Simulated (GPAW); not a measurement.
Crystal: CuI (Marshite).

```
I Cu
1.0
     0.00000    3.03150    3.03150
     3.03150    0.00000    3.03150
     3.03150    3.03150    0.00000
I Cu
1 1
Direct
  0.00000 0.00000 0.00000
  0.75000 0.75000 0.75000
```

| Property | Result |
| --- | --- |
| Program | GPAW 26.7.0 |
| Task | relaxation of cell and atoms |
| Functional | PBEsol |
| Dispersion | D4 |
| Potentials or basis | PAW data sets generated in the run's folder for this functional |
| Cutoff | 600 eV |
| Basis | pw |
| k mesh | 8 × 8 × 8 |
| Occupations | fermi-dirac, width 0.05 eV |
| Spin | no spin polarisation |

At the start: pressure -3.1 GPa; volume 27.86 Å³/atom.

**Question.** Where does the relaxation end?

**Answer.** Over 4 steps the energy falls by 18.5 meV/atom and the volume is 26.01 Å³/atom (-6.7 %); space group F-43m (No. 216, to 0.05 Å).

Step by step:
```tsv
step	energy change (eV)	largest force (eV/Å)	pressure (GPa)	volume (Å³)
1	0.0000	0.0000	-3.06	55.72
2	-0.0110	0.0000	-2.64	55.09
3	-0.0365	0.0000	0.38	51.61
4	-0.0371	0.0000	-0.04	52.01
```

Final structure:
```
I Cu
1.0
     0.00000    2.96272    2.96272
     2.96272    0.00000    2.96272
     2.96272    2.96272    0.00000
I Cu
1 1
Direct
  0.00000 0.00000 0.00000
  0.75000 0.75000 0.75000
```

Caveat: with this Cu data set, volumes or pressures lay over 1.5 % or 2 GPa off other programs in two to four cells of ten; later steps reuse the first step's grids.
